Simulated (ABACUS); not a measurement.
# Si: equation of state with PW91

The system is Si.

```
Si
1.0
     0.00000    2.72185    2.72185
     2.72185    0.00000    2.72185
     2.72185    2.72185    0.00000
Si
2
Direct
  0.50000 0.50000 0.50000
  0.75000 0.75000 0.75000
```

```json
{
 "Program": "ABACUS 3.10.1",
 "Task": "equation of state",
 "Functional": "PW91",
 "Potentials or basis": "Ansatz NC PBE",
 "Cutoff": "490 eV",
 "Density cutoff": "1959 eV",
 "Basis": "plane waves",
 "k mesh": "6 × 6 × 6",
 "Occupations": "fermi-dirac, width 0.05 eV",
 "Spin": "no spin polarisation",
 "Radial cutoff of the potentials (pseudo_rcut)": "10 bohr",
 "SCF threshold on the density": "1e-08",
 "Max SCF steps": "100",
 "Eigensolver": "dav",
 "Mixing": "broyden",
 "Mixing share": "0.7",
 "Symmetry key": "1",
 "Bands": "8"
}
```

- Equilibrium volume: 20.52 Å³/atom
- Bulk modulus: 88 GPa
- Pressure derivative of the bulk modulus: 4.3

Energy against volume, from the lowest point:
```
volume (Å³/atom)  energy (meV/atom)
          18.955              37.62
          19.358              19.95
          19.761               8.17
          20.165               1.69
          20.568               0.00
          20.971               2.60
          21.375               9.09
```

All runs of the series together: 9.4 s on 4 threads of Intel(R) Xeon(R) Platinum 8488C (Sapphire Rapids), with other jobs on the host.

Caveat: the potentials were made for another functional, which shifts forces and pressure.
